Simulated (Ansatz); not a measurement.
**Structures of TiO2: which is lowest?**

Plane-wave DFT in Ansatz with scalar-relativistic PAW potentials, cutoff 420 eV, Γ-centred meshes chosen by cell and gap, Gaussian smearing with energies taken to zero width. Every cell was relaxed (cell and atoms) in a run of its own, within the symmetry of its start. U_eff on d shells: Ti 4 eV. Functional: PBE+U.

Relaxed structures (starts from databases or built by putting these elements on another compound's sites):
A. I4_1/amd, 6 atoms in the computed cell, a = 3.818 Å, c = 9.775 Å; sites (symmetry × multiplicity) Ti -4m2 × 4, O 2mm. × 8; start: database
B. C2/m, 12 atoms in the computed cell, a = 12.350 Å, b = 3.789 Å, c = 6.624 Å, β = 107.0°; sites (symmetry × multiplicity) Ti m × 4 + m × 4, O m × 4 + m × 4 + m × 4 + m × 4; start: database
C. P4_2/mnm, 6 atoms in the computed cell, a = 4.640 Å, c = 3.006 Å; sites (symmetry × multiplicity) Ti m.mm × 2, O m.2m × 4; start: database
D. C2/m, 9 atoms in the computed cell, a = 14.303 Å, b = 3.015 Å, c = 4.772 Å, β = 91.4°; sites (symmetry × multiplicity) Ti 2/m × 2 + m × 4, O m × 4 + m × 4 + m × 4; start: database
E. Pbcn, 12 atoms in the computed cell, a = 4.591 Å, b = 5.559 Å, c = 4.977 Å; sites (symmetry × multiplicity) Ti .2. × 4, O 1 × 8; start: database

Problem. Rank them by energy. Could pressure change the order?

Solution.
```tsv
structure	group	E − E(lowest) (meV/atom)	V (Å³/atom)	gap on mesh (eV)
A	I4_1/amd	0.0	11.87	2.65
B	C2/m	8.8	12.35	3.19
C	P4_2/mnm	16.6	10.79	2.26
E	Pbcn	21.7	10.58	2.90
D	C2/m	42	11.43	2.70
```

A is lowest, 9 meV/atom under B. C is denser by 1.09 Å³/atom, so pressure favours it: ΔE/ΔV, with ΔE in eV and 1 eV/Å³ = 160.2 GPa, gives about 2.4 GPa for equal enthalpy if both cells were rigid, a rough figure since the two compress differently. Other structures may lie lower than all of these, and vibrations aren't counted.